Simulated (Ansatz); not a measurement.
Density of states of S (P3_221, a = 7.455 Å, b = 7.455 Å, c = 4.379 Å, α = 90.00°, β = 90.00°, γ = 120.00°), in states per eV and primitive cell, averaged over bins of 0.4 eV. Computed with DFT PBE+D3(BJ), scalar-relativistic, plane waves, PAW in Ansatz 0.2.0.

Cutoff 420 eV; k points 6×6×6 on the computed 9-atom cell (Γ-centred); Gaussian smearing, width 0.02 eV; no spin polarisation.

The cell is relaxed at this level. The states (both spins) are summed by tetrahedra on a 9×9×9 mesh at the self-consistent density. Energies are bin centres; the table starts no lower than −8 eV and ends at 6 eV, or lower where the solved bands end.

The gap is 1.83 eV at this level, with the zero inside it.

```
E − E_F (eV) total S 3p S 3s
       -7.25   2.97  2.83  0.08
       -6.85   3.29  3.02  0.21
       -6.45   7.21  6.65  0.46
       -6.05   8.49  7.65  0.74
       -5.65   6.67  5.91  0.68
       -5.25   3.23  2.82  0.36
       -4.85   3.55  3.08  0.42
       -4.45   5.40  4.67  0.65
       -4.05   4.18  3.66  0.46
       -3.65   2.89  2.59  0.24
       -3.25   4.79  4.32  0.36
       -2.85   7.02  6.38  0.47
       -2.45   7.28  6.76  0.34
       -2.05   5.97  5.63  0.18
       -1.65   8.52  8.23  0.13
       -1.25   6.99  6.71  0.14
       -0.85   1.56  1.48  0.04
       -0.45   0.00  0.00  0.00
       -0.05   0.00  0.00  0.00
        0.35   0.00  0.00  0.00
        0.75   0.00  0.00  0.00
        1.15   2.20  1.70  0.32
        1.55   6.02  4.70  0.70
        1.95   9.52  7.59  0.87
        2.35   7.51  6.18  0.46
        2.75   9.95  8.42  0.47
        3.15   7.69  6.62  0.43
        3.55   2.12  1.85  0.13
        3.95   0.00  0.00  0.00
        4.35   0.00  0.00  0.00
        4.75   0.00  0.00  0.00
        5.15   0.10  0.00  0.00
        5.55   1.41  0.05  0.00
```

The columns after the total are the Löwdin projections on the occupied valence shells of the potentials. The rest of the total lies in shells that are empty in the free atom, which aren't projected, and between the atoms.

This form isn't the element's structure at ambient conditions.

Cost: 1 run of about 4.6 core-minutes, on Arm Neoverse V1 (shared hosts).